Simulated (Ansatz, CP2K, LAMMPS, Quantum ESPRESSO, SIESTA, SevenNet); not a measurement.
**Structure and levels of amorphous SiO2 (84 atoms) across programs**

What does relaxation change in amorphous SiO2 (84 atoms), and how far do other programs agree with plane waves on the relaxed cell?

These are calculated values.

**1. The cell**

The cell holds 84 atoms (28 Si and 56 O), with edges of 10.83, 10.83 and 10.83 Å. Recipe: 84 atoms (28 Si, 56 O) placed at random at 2.2 g/cm³, melted at 5000 K for 10 ps at fixed volume with the Morse and Coulomb pair potential with partial charges (Pedone, Malavasi, Menziani, Cormack and Segre, J. Phys. Chem. B 110, 11780 (2006)). Quenched from 5000 K to 300 K at 50 K/ps and fixed volume, held 5 ps, then minimised at fixed cell. Then the atoms were relaxed with SevenNet l3i5 in the fixed cell. Then the atoms were relaxed with CP2K double zeta, PBE.

Measured values to set the calculation against. A silica glass plate was measured by high-energy x-ray diffraction at 20 K and the Si-O distance was taken from the first PDF peak (“Polyhedral units and network connectivity in calcium aluminosilicate glasses from high-energy x-ray diffraction”, 2000, arxiv:cond-mat/0007490): nearest Si–O distance 1.61 Å; number of O about Si 4. The nearest silicon-silicon distance in amorphous silica was obtained by fitting a symmetric peak to the measured radial distribution (as quoted in “New insights into the origin of the first sharp diffraction peak in amorphous silica from an analysis of chemical and radial ordering”, 2024, arxiv:2403.10632): nearest Si–Si distance 3.08 Å; nearest O–O distance 2.63 Å. The mean Si-O-Si angle was obtained by reanalysing earlier high-energy photon diffraction data in combination with published neutron diffraction data on silica glass (“Bond angle distribution in amorphous germania and silica”, 1996, arxiv:chem-ph/9603004): Si–O–Si angle 148.3 °.

**2. The relaxation**

CP2K double zeta (DZVP-MOLOPT-SR, GTH-PBE potentials, 480 Ry; k-points Γ) took 14 geometry steps and reached its thresholds. It started from the geometry that SevenNet l3i5 had relaxed.

Wall time 10 min (4 MPI ranks of Arm Neoverse N1, shared host); peak memory 2.2 GiB; 40 min of CPU time.

```tsv
	before	after
energy (meV/atom)	0	-2.2
Si-O bonds under 2.08 Å	112 at 1.644 Å	112 at 1.648 Å
```

Atoms moved by 0.02 Å r.m.s. and 0.05 Å at most, with the common shift taken off.

**3. Structure of the relaxed cell**

Density 2.2 g/cm³, 15.12 Å³ an atom.

g(r), total and by pair (bins of 0.1 Å):

```tsv
r (Å)	total	O-O	O-Si	Si-Si
1.55	0.00	0.00	0.00	0.00
1.65	11.80	0.00	26.60	0.00
1.75	0.00	0.00	0.00	0.00
1.85	0.00	0.00	0.00	0.00
1.95	0.00	0.00	0.00	0.00
2.05	0.00	0.00	0.00	0.00
2.15	0.00	0.00	0.00	0.00
2.25	0.00	0.00	0.00	0.00
2.35	0.00	0.00	0.00	0.00
2.45	0.00	0.00	0.00	0.00
2.55	1.44	3.25	0.00	0.00
2.65	2.85	6.42	0.00	0.00
2.75	1.71	3.84	0.00	0.00
2.85	0.92	1.76	0.08	0.97
2.95	0.43	0.45	0.15	1.50
3.05	0.58	0.48	0.14	2.75
3.15	0.89	0.32	0.45	4.92
3.25	0.84	0.49	0.43	3.91
3.35	0.69	0.57	0.80	0.69
3.45	0.41	0.22	0.70	0.00
3.55	0.59	0.31	1.02	0.00
3.65	0.67	0.34	1.16	0.00
3.75	0.81	0.69	1.14	0.00
3.85	1.32	0.87	1.88	0.87
3.95	1.17	0.54	1.98	0.49
4.05	1.10	0.90	1.41	0.63
4.15	1.43	0.82	2.09	1.20
4.25	1.41	0.71	2.14	1.29
4.35	1.06	0.89	1.33	0.69
4.45	0.96	0.91	1.11	0.52
4.55	0.94	1.06	0.81	0.99
4.65	0.93	1.19	0.74	0.59
4.75	0.94	1.49	0.49	0.57
4.85	0.88	1.07	0.55	1.42
4.95	1.19	1.58	0.76	1.37
5.05	1.15	1.67	0.63	1.11
5.15	1.22	1.60	0.63	2.04
5.25	1.22	1.54	0.80	1.59
5.35	1.00	1.02	0.92	1.27
```

Bonds by pair of elements; cutoffs follow the first minimum of g(r), held within bounds set by covalent radii, and pairs that aren't listed don't count as bonded:

```tsv
pair A-B	cutoff (Å)	bonds	mean length (Å)	spread (Å)	shortest (Å)	B about A	A about B
O-Si	2.08	112	1.65	0.018	1.61	2	4
```

How many atoms have how many bonded neighbours:

```tsv
element	mean	2	4
O	2	56	0
Si	4	0	28
```

Bond angles (no mean is given where the spread exceeds 20°):

```tsv
angle	count	mean (°)	spread (°)
O-Si-O	168	109	5.5
Si-O-Si	56	147	13.9
```

Oxygen atoms by the number of network formers (Si, P, Ge, B, Al, As, Ga) bound to them:

```tsv
network formers bound to O	O atoms	per cent
0	0	0
1	0	0
2	56	100
```

Network units: each former by its oxygen neighbours and how many of them bridge to another former:

```tsv
former	O neighbours	bridging O	atoms
Si	4	4	28
```

Rings of the network by King's shortest-path rule, up to 12 atoms, one path for each pair of neighbours; H, halogens, alkali and alkaline-earth atoms are left out, and the last column divides by all other atoms, bonded or not:

```tsv
ring size (atoms)	rings	per network atom
8	5	0.06
10	13	0.155
12	16	0.19
```

First main peaks of g(r), for some of the pairs, lie near 2.7 Å (O-O), 1.6 Å (O-Si) and 3.2 Å (Si-Si). With the cutoffs above, all O atoms have 2 and all Si atoms have 4 bonded neighbours. The O-Si-O angle averages 109° with a spread of 6°. 100 % of the oxygens bridge two formers (Si) and 0 % are non-bridging. The commonest Si unit has 4 oxygens, 4 of them shared with other formers (28 of 28 atoms). Rings of 12 atoms are the most common (47 % of those counted); sizes run from 8 to 12, where the search stops.

Calculation beside experiment:

```tsv
quantity	measured	this cell	difference	method of the measurement
nearest Si–O distance	1.61 Å	1.65 Å	+2.4 %	high-energy XRD, PDF Gaussian fit
nearest Si–Si distance	3.08 Å	3.17 Å	+2.9 %	diffraction, Gaussian radial peak fit
nearest O–O distance	2.63 Å	2.67 Å	+1.5 %	diffraction, Gaussian radial peak fit
number of O about Si	4	4	+0.0 %	high-energy XRD, PDF Gaussian fit
Si–O–Si angle	148.3 °	147 °	-0.9 %	x-ray and neutron diffraction, model fit
```

The cell differs from the measured distances by up to 2.9 %, neighbour counts by up to 0.0 % and angles by up to 0.9 %. Distances of this cell are positions of the first main peak of g(r), or bond means where the peak is narrow; means over all bonds within a cutoff lie farther out for broad shells. The network descends from the steps of the recipe above, so the comparison tests them together. Our coordination numbers hang on a cutoff, and experiments count neighbours in their own ways.

**4. The plane-wave reference**

Quantum ESPRESSO 7.5: Kohn-Sham DFT, PBE, SSSP efficiency 1.3.0 pseudopotentials, plane waves. Its input for the relaxed cell:

```
&control
  calculation = 'scf'
  pseudo_dir = './pseudo'
  outdir = './tmp'
  disk_io = 'none'
  tprnfor = .true.
  tstress = .true.
/
&system
  ibrav = 0
  nat = 84
  ntyp = 2
  ecutwfc = 60
  ecutrho = 480
  nosym = .true.
  occupations = 'smearing'
  smearing = 'fd'
  degauss = 0.003675
/
&electrons
  conv_thr = 4.2e-07
  electron_maxstep = 100
  mixing_beta = 0.4
  mixing_mode = 'plain'
  diagonalization = 'david'
/
ATOMIC_SPECIES
Si 28.085 Si.upf
O 15.999 O.upf
CELL_PARAMETERS angstrom
10.82880 0.00000 0.00000
0.00000 10.82880 0.00000
0.00000 0.00000 10.82880
ATOMIC_POSITIONS crystal
Si 0.09353 0.28009 0.50645
Si 0.19350 0.65973 0.99087
Si 0.34658 0.40238 0.04967
[... 79 atom lines left out ...]
O 0.63290 0.80601 0.56272
O 0.26414 0.79193 0.97198
K_POINTS gamma
```

The job ended after 4.4 min (4 MPI ranks of Arm Neoverse N1, shared host; peak memory 4.2 GiB; 18 min of CPU time).

**5. Side by side**

CPU times are from a shared host and are rough.

| level | basis or training data | k-points | own r.m.s. force (meV/Å) | difference from the reference (meV/Å) | pressure (GPa) | Kohn-Sham gap (eV) | CPU time | memory (GiB) |
| --- | --- | --- | --- | --- | --- | --- | --- | --- |
| QE, PBE | plane waves, SSSP efficiency, 60/480 Ry | Γ | 81 | - | -4.31 | 4.93 | 18 min | 4.2 |
| CP2K triple zeta, PBE | TZV2P-UZH, GTH-PBE potentials, 600 Ry | Γ | 141 | 87 | -5.60 | 4.92 | 19 min | 5.2 |
| SIESTA DZP, PBE | DZP orbitals, shift 0.01 Ry, mesh 400 Ry | Γ | 135 | 160 | -1.86 | 5.25 | 7.2 min | 2.1 |
| SevenNet l3i5 | trained on PBE(+U) plane-wave data | - | 92 | 26 | -4.47 | - | 16 s | 1.4 |

The gap is the spacing of the highest filled and lowest empty Kohn-Sham level on the mesh; a dash marks partly filled levels, a spacing under 0.15 eV or a method without such levels.

**6. Outcome**

Relaxation in the fixed cell lowers the energy by 2 meV/atom at its own level and moves atoms by up to 0.05 Å. The reference finds an r.m.s. force of 81 meV/Å there and a pressure of -4.31 GPa, at a geometry that CP2K double zeta made. Forces differ from the reference's by 26 meV/Å (SevenNet l3i5), 87 meV/Å (CP2K triple zeta, PBE) and 160 meV/Å (SIESTA DZP, PBE).

CP2K double zeta is at its own minimum here, so the reference's force is itself a measure of how the two differ. Pressures lie -0.2 GPa (SevenNet l3i5), -1.3 GPa (CP2K triple zeta, PBE) and +2.4 GPa (SIESTA DZP, PBE) from the reference's. The highest filled and lowest empty levels lie 4.93 eV apart in the reference, against 4.92 eV in CP2K triple zeta, PBE and 5.25 eV in SIESTA DZP, PBE. With the cutoffs above, all O atoms have 2 and all Si atoms have 4 bonded neighbours. 100 % of the oxygens bridge two formers (Si) and 0 % are non-bridging.

Caveats: The density was set by the recipe and held. One sample of a disordered cell; defect or tail levels can set the gap. Gaps are read on the mesh, which holds the band edges only if they fold onto it, and semilocal functionals tend to put them under measured ones. The quench rate of 50 K/ps is many orders above laboratory rates, so the cell is likely richer in defects and strain than a real sample. The reference samples only Γ, in a cell whose shortest periodic width is 11 Å. The plane-wave runs aren't exact: their cutoffs and mesh weren't converged further here. SIESTA's automatically made basis is far from complete, and its potentials were converted by us (checked for H, C, O, Si, Ge and Ca alone). Where levels are smeared, the DFT runs use Fermi–Dirac occupations at 580 K (0.05 eV), and energies are free energies.

[Logs are printed without paths, hosts, clocks, repeated set-up lines and the standing remarks that a program may print on its own settings, such as how far it seeks lower states.]

[Hosts, paths, dates, database ids (printed as entryN), source tags and the programs' standing remarks are cut or masked in the printed files.]
